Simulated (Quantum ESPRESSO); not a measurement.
The system is BN.

```
CELL_PARAMETERS angstrom
0.00000 1.81300 1.81300
1.81300 0.00000 1.81300
1.81300 1.81300 0.00000
ATOMIC_POSITIONS crystal
N 0.25000 0.25000 0.25000
B 0.00000 0.00000 0.00000
```

The cell is a database's computed one.

Base run:

* Program: Quantum ESPRESSO 7.5
* Functional: AM05
* Potentials or basis: GBRV 1.5 PBE
* Cutoff: 612 eV
* Density cutoff: 4898 eV
* k mesh: 10 × 10 × 10, shifted
* Occupations: fermi-dirac, width 0.05 eV
* Spin: no spin polarisation

Its results: pressure -6.3 GPa; electronic dielectric tensor (diagonal) 4.66.

Task: The run is repeated on the same cell with these changes: functional from AM05 to PBE. What comes out?

Result: Pressure -0.5 GPa; electronic dielectric tensor (diagonal) 4.61.

PBE binds less tightly than AM05, so the same cell stands under more pressure.

Caveats: the potentials were made for another functional, which shifts forces and pressure (some runs); the cell is more than 3 GPa from zero pressure, which shifts response properties (some runs).
